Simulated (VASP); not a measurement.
The system is PtSe2 (Sudovikovite).

```
Pt Se
1.0
     3.72400    0.00000    0.00000
    -1.86200    3.22508    0.00000
     0.00000    0.00000    5.06200
Pt Se
1 2
Direct
  0.00000 0.00000 0.00000
  0.66667 0.33333 0.75000
  0.33333 0.66667 0.25000
```

Base run:

* Program: VASP 6.6.1
* Functional: PBE
* Potentials or basis: VASP PAW PBE potentials, release 64 (Pt, Se)
* Cutoff: 520 eV
* k mesh: 8 × 8 × 5
* Occupations: fermi-dirac, width 0.05 eV
* Spin: no spin polarisation

Its results: band gap on the k mesh none (metal or under the smearing width); pressure 7.3 GPa; largest force 0.599 eV/Å.

Q: The run is repeated on the same cell with these changes: functional from PBE to PBEsol. What comes out?

A: Band gap on the k mesh none (metal or under the smearing width); pressure 2.2 GPa; largest force 0.356 eV/Å.

PBEsol binds more tightly than PBE, so the same cell stands under less pressure.

Caveats: the PAW data sets were made with another functional, which shifts forces and pressure a little (some runs).

Not every run made on this cell is shown here.
